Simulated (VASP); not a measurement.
NaCl, 2 atoms in the cell. It takes space group Pm-3m (No. 221, cubic). The conventional cell has a = 3.502 Å, b = 3.502 Å, c = 3.502 Å, α = 90.00°, β = 90.00°, γ = 90.00°. Around Na (site symmetry m-3m) lie 8 Cl at 3.03 Å. Cl (site symmetry m-3m) is surrounded by 8 Na at 3.03 Å. Measurements of this composition are mostly on another form, of space group No. 225.

* Program: VASP 6.6.1
* Task: single point
* Functional: r2SCAN
* Potentials or basis: VASP PAW PBE potentials, release 64 (Na_pv, Cl)
* Cutoff: 520 eV
* k mesh: 6 × 6 × 6
* Occupations: gaussian, width 0.05 eV
* Spin: no spin polarisation
* Dipole correction: no
* Further INCAR settings: ALGO = Normal; EDIFF = 1e-06; NBANDS = 14

Potentials or basis: VASP PAW PBE potentials, release 64 (Na_pv, Cl).

Launch:

```bash
$ cat potpaw_PBE.64/Na_pv/POTCAR potpaw_PBE.64/Cl/POTCAR > POTCAR
$ cp INCAR.step1 INCAR
$ mpirun -np 1 vasp_std > vasp.out
$ cp INCAR.step2 INCAR
$ mpirun -np 1 vasp_std > vasp.out
```

Hardware: 1 thread of Intel(R) Xeon(R) Platinum 8488C (Sapphire Rapids) (shared host).

Estimate the wall time of this run.

Run time: 31 s on 1 thread of Intel(R) Xeon(R) Platinum 8488C (Sapphire Rapids), with other jobs on the host, peak memory 0.15 GiB. Counts: scf iterations 9, k points 20.
